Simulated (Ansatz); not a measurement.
## Cold compression of RbCl (rocksalt type)

```xyz
2
Lattice="0.0000 3.3490 3.3490 3.3490 0.0000 3.3490 3.3490 3.3490 0.0000" Properties=species:S:1:pos:R:3 pbc="T T T"
Rb    0.0000    0.0000    0.0000
Cl    3.3490    3.3490    3.3490
```

The cell comes from a relaxation on PAW files under the same functional, begun from a prototype that needn't be the stable phase.

Its volume is scaled at fixed shape and fractional positions.

Level of theory: DFT with PBE, scalar-relativistic, in Ansatz 0.2.0; a Γ-centred 13×13×13 k mesh, Fermi–Dirac smearing of 0.1 eV, no spin polarisation. LAPW: all electrons, basis error target 1 meV/atom; PAW: frozen-core files, cutoff 420 eV; crystal datasets: all electrons, by PAW datasets that the program makes for each cell; norm-conserving: pseudopotentials, cutoff 789 eV; PAW (cutoff 300 eV): frozen-core files, cutoff 300 eV.

Energies are extrapolated to zero smearing and count from the unscaled cell; pressure is positive in compression; gaps take the mesh and a band path. No temperature or zero-point motion is included.

The structure type is held throughout; the real material can change phase at far lower pressure.

```tsv
V/V0	V (Å³/atom)	P LAPW (GPa)	ΔE LAPW (eV/atom)	P PAW − LAPW (GPa)	ΔE PAW − LAPW (meV/atom)	gap (eV)
1.00	37.56	0.01	0.000	0.00	0.0	4.84
0.90	33.80	1.95	0.021	0.00	0.0	5.17
0.80	30.05	5.54	0.104	0.00	0.0	–
0.70	26.29	12.37	0.305	0.00	0.1	–
0.60	22.54	26.0	0.736	0.00	0.1	–
0.50	18.78	55.2	1.642	0.01	0.3	–
0.40	15.02	124.2	3.623	0.05	0.9	?
```

Question: Give the missing entry: row "0.40", column "gap (eV)".

Answer: 1.05.

Question: Fit the Vinet equation to the LAPW pressures over the whole range, with residuals weighted by 1/(|P| + 0.03·Pmax).

Answer: V0 = 37.67 Å³/atom, B0 = 12.9 GPa and B0′ = 5.73, and the fit misses no point by more than 1.2 GPa. A fit over so wide a range pins B0 less well than one near rest.

Question: From the table, what is the rise of the enthalpy H = E + pV up to the last row, and how stiff is the crystal between the last two rows?

Answer: ΔH = 3.623 eV + (124.2 GPa × 15.02 Å³ − 0.01 GPa × 37.56 Å³) × 0.006242 eV/(GPa·Å³) = 15.27 eV/atom, of which pV makes 76 %. The mean bulk modulus there is −ΔP/Δln V = 309 GPa.

Question: At the smallest volume, how far do crystal datasets and norm-conserving and PAW (cutoff 300 eV) lie from LAPW in pressure?

Answer: crystal datasets: 0.00 GPa; norm-conserving: -0.21 GPa; PAW (cutoff 300 eV): +0.13 GPa, on a LAPW pressure of 124.2 GPa.
